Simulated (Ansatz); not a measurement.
CdO (Monteponite) under changes of volume

One of the cells (12.970 Å³/atom); the others are scaled copies at fixed shape and fractional positions:

```
Cd O
1.0
     0.00000    2.34950    2.34950
     2.34950    0.00000    2.34950
     2.34950    2.34950    0.00000
Cd O
1 1
Cartesian
  0.0000 0.0000 0.0000
  2.3495 2.3495 2.3495
```

| Property | Result |
| --- | --- |
| Program | Ansatz 0.2.0 |
| Functional | PBE |
| Potentials or basis | SPMS NC |
| Cutoff | 1034 eV (not typed: the program's choice for these potentials) |
| k mesh | 10 × 10 × 10 |
| Occupations | fermi-dirac, width 0.05 eV |
| Spin | no spin polarisation |

```tsv
volume (Å³/atom)	energy over the lowest point (meV/atom)	pressure (GPa)
12.191	63.99	16.9
12.451	39.92	12.9
12.710	22.14	9.2
12.970	9.92	5.9
13.229	2.72	3.0
13.488	0.00	0.4
13.748	?	?
```

What does the run at 13.748 Å³/atom give?

Energy over the lowest point 1.28 meV/atom; pressure -1.9 GPa.

Worked out: A Birch-Murnaghan fit of order 3 (a polynomial in V^(-2/3)) to the other rows has its minimum at 13.53 Å³/atom, just outside them, with B0 = V·E''(V) = 127 GPa and B' = 4.6. It gives 1.31 meV/atom at 13.748 Å³/atom, against the run's 1.28, and -dE/dV = -2.0 GPa, against -1.9.

Energies are extrapolated to zero smearing.
